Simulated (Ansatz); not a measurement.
Al2Ru in Ansatz: the effect of strain

Al2Ru:

```xyz
3
Lattice="-1.4980 1.4980 4.2218 1.4980 -1.4980 4.2218 1.4980 1.4980 -4.2218" Properties=species:S:1:pos:R:3 pbc="T T T"
Ru    0.0000    0.0000    0.0000
Al    0.0000    0.0000    2.8776
Al    0.0000    0.0000    5.5660
```

The cell comes from a database or a generator and needn't be the stable form of this composition.

Alike in all runs:

* Program: Ansatz 0.2.0
* Task: band structure
* Functional: PBEsol
* Potentials or basis: Ansatz PAW
* Cutoff: 420 eV (not typed: the program's choice for these potentials)
* k mesh: 10 × 10 × 10
* Occupations: fermi-dirac, width 0.05 eV
* Spin: no spin polarisation
* Kind of strain: biaxial
* Path: [["G", "X", "Y", "S", "G", "Z", "S1", "N", "P", "Y1", "Z"], ["X", "P"]]
* Points for each segment of the path: 14

```csv
strain,pressure (GPa),largest force (eV/Å)
-0.04,17.2,0.10
-0.02,7.5,0.09
-0.01,3.3,0.07
0,-0.4,0.05
0.01,-3.8,0.02
0.02,?,?
0.04,-12.0,0.07
```

**Question.** What does the run with strain 0.02 give?

**Answer.** Pressure -6.9 GPa; largest force 0.01 eV/Å.

Worked out: A parabola through the other rows of the pressure, of slope -288 GPa per unit of strain there, gives -7.0 GPa, against the run's -6.9. The largest force follows no smooth curve through the other rows.

Caveats: the PAW data sets come from PBE, with cores solved anew for the run's functional, which leaves a small shift of forces and pressure.
